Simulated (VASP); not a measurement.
# SiMo3 (P6_3/mmc) in VASP: a series of runs

Aim: see how the results for SiMo3 move with the level of theory and the settings. Levels: PBE, r2SCAN. Tasks: relaxation of cell and atoms, single point.

Everything below comes from runs of VASP 6.6.1. Logs are shortened: lines on timing, memory, paths and dates and some standing lists are left out, and cuts for length are marked.

## 1. The crystal as given

It takes space group P6_3/mmc (No. 194, hexagonal). The conventional cell has a = 5.419 Å, b = 5.419 Å, c = 4.719 Å, α = 90.00°, β = 90.00°, γ = 120.00°. Si (site symmetry -6m2) has 12 Mo at 2.71 to 2.83 Å as nearest neighbours. Mo (site symmetry mm2) has 8 Mo at 2.70 to 2.84 Å and 4 Si at 2.71 to 2.83 Å as nearest neighbours.

The cell was built by a generator and needn't be a form met in nature.

## 2. Relaxation of cell and atoms, PBE

Contents of INCAR:

```
PREC = Accurate
ENCUT = 520
EDIFF = 1E-7
ISMEAR = 0
SIGMA = 0.1
LREAL = False
LASPH = True
NELM = 120
ALGO = Normal
ISIF = 3
LWAVE = False
LCHARG = False
GGA = PE
IBRION = 2
NSW = 60
EDIFFG = -0.005
POTIM = 0.3
KPAR = 4
```

Contents of KPOINTS:

```
Automatic mesh
0
Gamma
  6 6 6
```

Contents of POSCAR:

```
SiMo3                                   
1.0
    5.4185984247      0.0000000000      0.0000000000
   -2.7092992123      4.6926438921      0.0000000000
    0.0000000000     -0.0000000000      4.7194953087
  Si              Mo            
     2     6
Direct
     0.3333333300000021    0.6666666699999979    0.2500000000000000
     0.6666666699999979    0.3333333300000021    0.7500000000000000
     0.8325742151706020    0.6651484203412029    0.2500000000000000
     0.1674257848293945    0.8325742151706020    0.7500000000000000
     0.6651484203412065    0.8325742151706020    0.7500000000000000
     0.3348515796587934    0.1674257848293981    0.2500000000000000
     0.8325742151706054    0.1674257848293981    0.2500000000000000
     0.1674257848293981    0.3348515796587970    0.7500000000000000
```

Potentials or basis: VASP PAW PBE potentials, release 64 (Si, Mo_sv).

Command:

```console
$ cat potpaw_PBE.64/Si/POTCAR potpaw_PBE.64/Mo_sv/POTCAR > POTCAR
$ mpirun -np 4 vasp_std > vasp.out
```

OUTCAR:

```text
PREC = Accurate
   ENCUT = 520
   EDIFF = 1E-7
   ISMEAR = 0
   LREAL = False
   LASPH = True
   NELM = 120
   ISIF = 3
   GGA = PE
   IBRION = 2
   NSW = 60
   EDIFFG = -0.005
   POTIM = 0.3

 ion  position               nearest neighbor table
   1  0.333  0.667  0.250-   3 2.71   6 2.71   7 2.71   7 2.71   3 2.71   6 2.71   4 2.83   4 2.83
                             5 2.83   5 2.83   8 2.83   8 2.83
   2  0.667  0.333  0.750-   8 2.71   5 2.71   4 2.71   4 2.71   8 2.71   5 2.71   7 2.83   7 2.83
                             6 2.83   6 2.83   3 2.83   3 2.83
   3  0.833  0.665  0.250-   7 2.70   6 2.70   1 2.71   1 2.71   7 2.72   6 2.72   2 2.83   2 2.83
                             4 2.84   4 2.84   5 2.84   5 2.84
   4  0.167  0.833  0.750-   5 2.70   8 2.70   2 2.71   2 2.71   5 2.72   8 2.72   1 2.83   1 2.83
                             3 2.84   3 2.84   6 2.84   6 2.84
   5  0.665  0.833  0.750-   4 2.70   8 2.70   2 2.71   2 2.71   4 2.72   8 2.72   1 2.83   1 2.83
                             7 2.84   7 2.84   3 2.84   3 2.84
   6  0.335  0.167  0.250-   7 2.70   3 2.70   1 2.71   1 2.71   7 2.72   3 2.72   2 2.83   2 2.83
                             4 2.84   4 2.84   8 2.84   8 2.84
   7  0.833  0.167  0.250-   6 2.70   3 2.70   1 2.71   1 2.71   6 2.72   3 2.72   2 2.83   2 2.83
                             8 2.84   8 2.84   5 2.84   5 2.84
   8  0.167  0.335  0.750-   4 2.70   5 2.70   2 2.71   2 2.71   4 2.72   5 2.72   1 2.83   1 2.83
                             7 2.84   7 2.84   6 2.84   6 2.84

  LATTYP: Found a hexagonal cell.
 ALAT       =     5.4185984247
 C/A-ratio  =     0.8709808218

  Lattice vectors:

 A1 = (   5.4185984247,   0.0000000000,   0.0000000000)
 A2 = (  -2.7092992123,   4.6926438921,   0.0000000000)
 A3 = (   0.0000000000,   0.0000000000,   4.7194953087)

Analysis of symmetry for initial positions (statically):
=====================================================================
 Subroutine PRICEL returns:
 Original cell was already a primitive cell.

 Routine SETGRP: Setting up the symmetry group for a
 hexagonal supercell.

 Subroutine GETGRP returns: Found 24 space group operations
 (whereof 12 operations were pure point group operations)
 out of a pool of 24 trial point group operations.

The static configuration has the point symmetry D_3d.
 The point group associated with its full space group is D_6h.

Analysis of symmetry for dynamics (positions and initial velocities):
=====================================================================
 Subroutine PRICEL returns:
 Original cell was already a primitive cell.

 Routine SETGRP: Setting up the symmetry group for a
 hexagonal supercell.

 Subroutine GETGRP returns: Found 24 space group operations
 (whereof 12 operations were pure point group operations)
 out of a pool of 24 trial point group operations.

The dynamic configuration has the point symmetry D_3d.
 The point group associated with its full space group is D_6h.

 Subroutine INISYM returns: Found 24 space group operations
 (whereof 12 operations are pure point group operations),
 and found     1 'primitive' translations

----------------------------------------------------------------------------------------

                                     Primitive cell

  volume of cell :     120.0052

  direct lattice vectors                    reciprocal lattice vectors
     5.418598425  0.000000000  0.000000000     0.184549568  0.106549743  0.000000000
    -2.709299212  4.692643892  0.000000000     0.000000000  0.213099486  0.000000000
     0.000000000  0.000000000  4.719495309     0.000000000  0.000000000  0.211887063

  length of vectors
     5.418598425  5.418598428  4.719495309     0.213099486  0.213099486  0.211887063

  position of ions in fractional coordinates (direct lattice)
     0.333333330  0.666666670  0.250000000
     0.666666670  0.333333330  0.750000000
     0.832574215  0.665148420  0.250000000
     0.167425785  0.832574215  0.750000000
     0.665148420  0.832574215  0.750000000
     0.334851580  0.167425785  0.250000000
     0.832574215  0.167425785  0.250000000
     0.167425785  0.334851580  0.750000000

  ion indices of the primitive-cell ions
   primitive index   ion index
                 1           1
                 2           2
                 3           3
                 4           4
                 5           5
                 6           6
                 7           7
                 8           8

----------------------------------------------------------------------------------------

 KPOINTS: Automatic mesh

Automatic generation of k-mesh.
 Grid dimensions read from file:
 generate k-points for:    6    6    6

 Generating k-lattice:

  Cartesian coordinates                     Fractional coordinates (reciprocal lattice)
     0.030758261  0.017758290  0.000000000     0.166666667  0.000000000  0.000000000
     0.000000000  0.035516581  0.000000000     0.000000000  0.166666667  0.000000000
     0.000000000  0.000000000  0.035314511     0.000000000  0.000000000  0.166666667

  Length of vectors
     0.035516581  0.035516581  0.035314511

  Shift w.r.t. Gamma in fractional coordinates (k-lattice)
     0.000000000  0.000000000  0.000000000

 Subroutine IBZKPT returns following result:
 ===========================================

 Found     28 irreducible k-points:

 Following reciprocal coordinates:
            Coordinates               Weight
  0.000000  0.000000  0.000000      1.000000
  0.166667  0.000000  0.000000      6.000000
  0.333333  0.000000  0.000000      6.000000
  0.500000 -0.000000  0.000000      3.000000
  0.166667  0.166667  0.000000      6.000000
  0.333333  0.166667  0.000000     12.000000
[... 16 lines left out ...]
  0.166667  0.000000  0.500000      6.000000
  0.333333  0.000000  0.500000      6.000000
 [... further k-points ...]
   k-points           NKPTS =     28   k-points in BZ     NKDIM =     28   number of bands    NBANDS=     55
   number of dos      NEDOS =    301   number of ions     NIONS =      8
   total plane-waves  NPLWV =  57600
   dimension x,y,z NGX =    40 NGY =   40 NGZ =   36
   dimension x,y,z NGXF=    80 NGYF=   80 NGZF=   72
   ions per type =               2   6
   NGX,Y,Z   is equivalent  to a cutoff of  12.27, 12.27, 12.68 a.u.
   NGXF,Y,Z  is equivalent  to a cutoff of  24.54, 24.54, 25.36 a.u.
 SYSTEM =  unknown system
   PREC   = accura    normal or accurate (medium, high low for compatibility)
   ISTART =      0    job   : 0-new  1-cont  2-samecut
   ICHARG =      2    charge: 1-file 2-atom 10-const
   ISPIN  =      1    spin polarized calculation?
   LNONCOLLINEAR =      F non collinear calculations
   LSORBIT =      F    spin-orbit coupling
   LASPH  =      T    aspherical Exc in radial PAW
   ENCUT  =  520.0 eV  38.22 Ry    6.18 a.u.  10.08 10.08  8.78*2*pi/ulx,y,z
   NELM   =    120;   NELMIN=  2; NELMDL= -5     # of ELM steps
   EDIFF  = 0.1E-06   stopping-criterion for ELM
   LREAL  =      F    real-space projection
   EDIFFG = -.5E-02   stopping-criterion for IOM
   NSW    =     60    number of steps for IOM
   IBRION =      2    ionic relax: 0-MD 1-quasi-New 2-CG
   NFREE  =      1    steps in history (QN), initial steepest desc. (CG)
   ISIF   =      3    stress and relaxation
   ISYM   =      2    0-nonsym 1-usesym 2-fastsym
   POTIM  = 0.3000    time-step for ionic-motion
   TEBEG  =    0.0;   TEEND  =   0.0 temperature during run
   PSTRESS=    0.0 pullay stress
   NELECT =      92.0000    total number of electrons
   NUPDOWN=      -1.0000    fix difference up-down
   EMIN   =  10.00;   EMAX   =-10.00  energy-range for DOS
   EFERMI =   0.00;   METHOD = LEGACY
   ISMEAR =     0;   SIGMA  =   0.10  broadening in eV -4-tet -1-fermi 0-gaus
   EFERMI_NEDOS =   21; number of points for ismear=-14 and -15
   IALGO  =     38    algorithm
   IMIX   =      4    mixing-type and parameters
     AMIX     =   0.40;   BMIX     =  1.00
     AMIX_MAG =   1.60;   BMIX_MAG =  1.00
  volume/ion in A,a.u.               =      15.00       101.23
  Fermi-wavevector in a.u.,A,eV,Ry     =   1.498318  2.831411 30.544502  2.244958
  Thomas-Fermi vector in A             =   2.610093
   LORBIT       =      0    0 simple, 1 ext, 2 COOP (PROOUT), +10 PAW based schemes
   GGA     = PE    functional components
   LHFCALC =     F    Hartree Fock is set to
   AEXX    =    0.0000 exact exchange contribution
   IVDW    =     0    specifies the selected vdW correction
   LEPSILON=     F    determine dielectric tensor
   LRPA    =     F    only Hartree local field effects (RPA)
 conjugate gradient relaxation of ions
 non-spin polarized calculation
 Gauss-broadening in eV      SIGMA  =   0.10
  energy-cutoff  :      520.00
  volume of cell :      120.01
 maximum number of plane-waves:      3248
   NGX = 21   NGY = 21   NGZ = 17

 number of electron      92.0000001 magnetization

 Free energy of the ion-electron system (eV)
  ---------------------------------------------------
  ext. energy  EPLUGINS =         0.00000000
  ---------------------------------------------------
  free energy    TOTEN  =       -77.15070219 eV

  energy without entropy =      -77.12802611  energy(sigma->0) =      -77.13936415

 E-fermi :  12.1510     XC(G=0): -12.9661

 val. band max:       12.1367292374   @ k =   0.5000  -0.0000   0.1667
 cond. band min:      12.2053948528   @ k =   0.3333   0.1667   0.5000
 fundamental gap:      0.0686656154
 Fermi energy:        12.1509856340

 k-point     1 :       0.0000    0.0000    0.0000
  band No.  band energies     occupation
      1     -48.7568      2.00000
      2     -48.6076      2.00000
      3     -48.5323      2.00000
      4     -48.5323      2.00000
      5     -48.4610      2.00000
      6     -48.4610      2.00000
[... 47 lines left out ...]
     54      14.4039      0.00000
     55      14.5123      0.00000

 k-point     2 :       0.1667    0.0000    0.0000
  band No.  band energies     occupation
      1     -48.7439      2.00000
      2     -48.6007      2.00000
      3     -48.5450      2.00000
      4     -48.5326      2.00000
      5     -48.4689      2.00000
      6     -48.4607      2.00000
[... 47 lines left out ...]
     54      14.4974      0.00000
     55      14.5147      0.00000

 k-point     3 :       0.3333    0.0000    0.0000
  band No.  band energies     occupation
      1     -48.7094      2.00000
      2     -48.6024      2.00000
      3     -48.5572      2.00000
      4     -48.5333      2.00000
      5     -48.4912      2.00000
      6     -48.4602      2.00000
[... 1152 lines left out ...]
 k-point    23 :       0.1667    0.0000    0.5000
  band No.  band energies     occupation
      1     -48.6720      2.00000
      2     -48.6720      2.00000
      3     -48.5078      2.00000
      4     -48.5078      2.00000
      5     -48.4967      2.00000
      6     -48.4967      2.00000
[... 47 lines left out ...]
     54      14.2328      0.00000
     55      14.3548      0.00000

 k-point    24 :       0.3333    0.0000    0.5000
  band No.  band energies     occupation
      1     -48.6441      2.00000
      2     -48.6441      2.00000
      3     -48.5364      2.00000
      4     -48.5364      2.00000
      5     -48.4968      2.00000
      6     -48.4968      2.00000
[... 47 lines left out ...]
     54      14.3493      0.00000
     55      14.4527      0.00000

 [... further k-points ...]

------------------------ aborting loop because EDIFF is reached ----------------------------------------

  FORCE on cell =-STRESS in cart. coord.  units (eV):
  Direction    XX          YY          ZZ          XY          YZ          ZX
  --------------------------------------------------------------------------------------
  -------------------------------------------------------------------------------------
  Total       -0.0125536     -0.0125536      0.0376229     -0.0000000      0.0000000      0.0000000
  in kB       -0.1676013     -0.1676013      0.5022998     -0.0000000      0.0000000      0.0000000
  external PRESSURE =       0.0556991 kB  Pullay stress =       0.0000000 kB

 VOLUME and BASIS-vectors are now :
 -----------------------------------------------------------------------------
  energy-cutoff  :      520.00
  volume of cell :      120.01
      direct lattice vectors                 reciprocal lattice vectors
     5.418598425  0.000000000  0.000000000     0.184549568  0.106549743  0.000000000
    -2.709299212  4.692643892  0.000000000     0.000000000  0.213099486  0.000000000
     0.000000000  0.000000000  4.719495309     0.000000000  0.000000000  0.211887063

 POSITION                                       TOTAL-FORCE (eV/Angst)
 -----------------------------------------------------------------------------------
     -0.00000      3.12843      1.17987        -0.000000      0.000000      0.000000
      2.70930      1.56421      3.53962        -0.000000      0.000000      0.000000
      2.70930      3.12130      1.17987         0.000000      0.004682      0.000000
     -1.34848      3.90697      3.53962        -0.004055      0.002341      0.000000
      1.34848      3.90697      3.53962         0.004055      0.002341      0.000000
      1.36082      0.78567      1.17987        -0.004055     -0.002341      0.000000
      4.05778      0.78567      1.17987         0.004055     -0.002341      0.000000
     -0.00000      1.57134      3.53962        -0.000000     -0.004682      0.000000
 -----------------------------------------------------------------------------------
    total drift:                               -0.000049      0.000028      0.000001

  FREE ENERGIE OF THE ION-ELECTRON SYSTEM (eV)
  ---------------------------------------------------
  free  energy   TOTEN  =       -77.1507021880 eV

  energy  without entropy=      -77.1280261092  energy(sigma->0) =      -77.13936415

 reached required accuracy - stopping structural energy minimisation
```

Run time: 33 s. Hardware: 4 MPI ranks of AMD EPYC 9R45 (Zen 5), shared host; peak memory 0.29 GiB.

What came out:

* Free energy: -77.1507 eV
* Pressure after relaxing: 0.0 GPa
* Largest force after relaxing: 0.005 eV/Å
* Band gap on the k mesh: none (metal or under the smearing width)

Forces in eV/Å, atoms in the order of the input:
```
Si   0.000  0.000  0.000
Si   0.000  0.000  0.000
Mo   0.000  0.005  0.000
Mo  -0.004  0.002  0.000
Mo   0.004  0.002  0.000
Mo  -0.004 -0.002  0.000
Mo   0.004 -0.002  0.000
Mo   0.000 -0.005  0.000
```

Final structure:
```xyz
8
Lattice="5.4186 0.0000 0.0000 -2.7093 4.6926 0.0000 0.0000 0.0000 4.7195" Properties=species:S:1:pos:R:3 pbc="T T T"
Si    0.0000    3.1284    1.1799
Si    2.7093    1.5642    3.5396
Mo    2.7093    3.1213    1.1799
Mo   -1.3485    3.9070    3.5396
Mo    1.3485    3.9070    3.5396
Mo    1.3608    0.7857    1.1799
Mo    4.0578    0.7857    1.1799
Mo    0.0000    1.5713    3.5396
```

Levels at points of the mesh, in eV from the Fermi level:
```tsv
k point	band 43	band 44	band 45	band 46	band 47	band 48	band 49	band 50
(0.00, 0.00, 0.00)	-0.97	-0.97	-0.70	0.87	0.87	1.18	1.18	1.49
(0.50, 0.00, 0.00)	-0.85	-0.51	-0.25	-0.22	-0.16	0.19	0.97	1.26
(0.00, 0.00, 0.50)	-1.21	-1.21	0.67	0.67	0.67	0.67	1.16	1.16
(0.50, 0.00, 0.50)	-1.09	-1.09	-0.28	-0.28	0.31	0.31	0.77	0.77
```

Caveat: the relaxation stopped at its first step, so nothing moved.

[end of part 1 of 2]
